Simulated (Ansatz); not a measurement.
**Structure types of Se compared at 220 GPa**

Structure types of Se are relaxed in primitive cells with their symmetry kept at 220 GPa, first on PAW files, then by LAPW. The enthalpy is E + pV at zero temperature, without zero-point motion. Only the types listed were tried, and differences under about 5 meV/atom are mesh noise. Not among the end structures: fcc, which may lie lower.

Computed with Ansatz 0.2.0; functional PBE, scalar-relativistic. Settings: Fermi–Dirac smearing of 0.1 eV, no spin polarisation. Methods: LAPW: all electrons, basis error target 0.5 meV/atom; PAW: frozen-core files, cutoff 420 eV.

k meshes: bcc 19×19×19, hcp 18×18×10, beta tin 18×18×18, diamond 14×14×14, omega 9×9×13.

Order the types by LAPW enthalpy, lowest first.
A. beta tin
B. omega
C. bcc
D. diamond
E. hcp

C (0 meV/atom), E (22 meV/atom), B (192 meV/atom), A (933 meV/atom), D (5302 meV/atom).

```tsv
start type	ends as	a, b, c (Å)	V (Å³/atom)	H − H(lowest), LAPW (meV/atom)	same, PAW
bcc	bcc, Im-3m	2.744, 2.744, 2.744	10.33	0.0	0.0
hcp	hcp, P6_3/mmc	2.496, 2.496, 3.812	10.28	22.1	22.0
beta tin	beta tin, I4_1/amd	4.332, 4.332, 2.283	10.71	933.4	934.4
diamond	diamond, Fd-3m	4.648, 4.648, 4.648	12.55	5301.9	5302.4
omega	omega, P6/mmm	3.932, 3.932, 2.325	10.38	191.7	192.0
```

Split the lead of bcc over hcp into energy and pV.

For hcp less bcc: ΔE = +80.2 meV/atom, and p·ΔV = 220 GPa × -0.0423 Å³ × 6.242 meV/(GPa·Å³) = -58.1 meV/atom, together 22.1 meV/atom. bcc wins by its internal energy, though it is the less dense.

Would hcp gain on bcc at higher pressure?

Yes: dH/dp = V, and its volume is smaller by 0.04 Å³/atom. Held constant, that would close the gap after about 84 GPa more, a rough figure, since the volume difference changes with pressure.
